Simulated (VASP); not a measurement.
The system is In.

```xyz
1
Lattice="-1.8825 1.8825 1.8825 1.8825 -1.8825 1.8825 1.8825 1.8825 -1.8825" Properties=species:S:1:pos:R:3 pbc="T T T"
In    0.0000    0.0000    0.0000
```

This isn't the form of In at room conditions, which is tetragonal.

- Program: VASP 6.6.1
- Task: single point
- Functional: PBEsol
- Potentials or basis: VASP PAW PBE potentials, release 64 (In_d)
- Cutoff: 520 eV
- k mesh: 10 × 10 × 10
- Occupations: fermi-dirac, width 0.05 eV
- Spin: no spin polarisation

On this cell: pressure -1.4 GPa; band gap on the k mesh none (metal or under the smearing width).

The same run follows on a disturbed copy (cell strained at random at fixed volume):

```
CELL_PARAMETERS angstrom
-1.86975 1.85713 1.91387
1.83353 -1.91280 1.93333
1.85852 1.90157 -1.96954
ATOMIC_POSITIONS crystal
In 0.99990 0.99783 0.00147
```

What does the disturbed cell give?

The energy (extrapolated to zero smearing) moves by +1.5 meV/atom; pressure -1.3 GPa; band gap on the k mesh none (metal or under the smearing width).

Stress tensor (GPa, compression positive):
```
-0.90 -0.07  0.31
-0.07 -1.49  0.62
 0.31  0.62 -1.63
```

Caveats: the PAW data sets were made with another functional, which shifts forces and pressure a little.
